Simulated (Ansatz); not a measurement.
# Co in Ansatz: the effect of functional

Crystal: Co.

```xyz
4
Lattice="2.4869 0.0000 0.0000 -1.2435 2.1537 0.0000 0.0000 0.0000 8.1418" Properties=species:S:1:pos:R:3 pbc="T T T"
Co    1.2435    0.7179    6.1063
Co    0.0000    0.0000    4.0709
Co    0.0000    1.4358    2.0354
Co    0.0000    0.0000    0.0000
```

The cell isn't the ideal one: volume scaled by 1.02.

Alike in all runs:

- Program: Ansatz 0.2.0
- Task: single point
- Potentials or basis: Ansatz PAW
- k mesh: 12 × 12 × 4
- Occupations: fermi-dirac, width 0.05 eV
- Spin: collinear spin, ferromagnetic start
- Starting moments: [2.0, 2.0, 2.0, 2.0] μB

```tsv
functional	cutoff	pressure (GPa)	moment (μB)
LDA	420 eV (not typed: the program's choice for these potentials)	-18.1	6.48
r2SCAN	500 eV (not typed: the program's choice for these potentials)	?	?
PBE	420 eV (not typed: the program's choice for these potentials)	0.3	6.68
```

What does the run with functional r2SCAN give?

Pressure -4.7 GPa; moment 7.09 μB.

Caveats: the PAW data sets come from PBE, with cores solved anew for the run's functional, which leaves a small shift of forces and pressure (some runs); the magnetic or orbital state may not be the lowest (some runs).
